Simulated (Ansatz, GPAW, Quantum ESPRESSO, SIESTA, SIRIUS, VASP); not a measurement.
# InAs: programs and potentials compared

```
In As
1.0
     0.00000    3.01800    3.01800
     3.01800    0.00000    3.01800
     3.01800    3.01800    0.00000
In As
1 1
Cartesian
  0.0000 0.0000 0.0000
  4.5270 4.5270 4.5270
```

Alike in all runs: task single point; functional PBEsol; k mesh 8 × 8 × 8; occupations fermi-dirac, width 0.05 eV; no spin polarisation; no spin-orbit coupling. Pressure is positive in compression and, in plane waves, holds the error of the finite cutoff, which Ansatz's Pulay term estimates and takes out.

| program and potentials | plane-wave cutoff (eV) | notes | band gap (eV) | pressure (GPa) |
| --- | --- | --- | --- | --- |
| Ansatz, Ansatz PAW | 420 | potentials made for PBE, which Ansatz adapts in part; 14 valence electrons an atom on average; Pulay term of +0.03 GPa included | no gap | 1.51 |
| Ansatz, all-electron LAPW, scalar-relativistic | - | - | ? | ? |
| GPAW, PAW data sets generated for this functional | 600 | 9 valence electrons an atom on average | no gap | 1.31 |
| VASP, PBE PAW files As, In_d, 520 eV | 520 | potentials made for PBE; 9 valence electrons an atom on average | no gap | 1.61 |
| SIRIUS, PseudoDojo 0.4.1 PBEsol standard (scalar relativistic) | 1152 | 14 valence electrons an atom on average | 0.00 | 1.62 |
| Quantum ESPRESSO, GBRV 1.5 PBEsol | 762 | 9 valence electrons an atom on average | no gap | 1.51 |
| SIESTA, files PseudoDojo sr-pbesol-0.4.1-standard, DZP (energy shift 0.003 Ry; two zetas on semicore shells) | - | atomic basis; 14 valence electrons an atom on average | no gap | 1.71 |

Estimate from the other rows what the run with Ansatz, all-electron LAPW, scalar-relativistic gave.

No band gap; pressure 1.52 GPa. The other rows, which needn't bracket it: band gap 0.00; pressure 1.31 to 1.71.
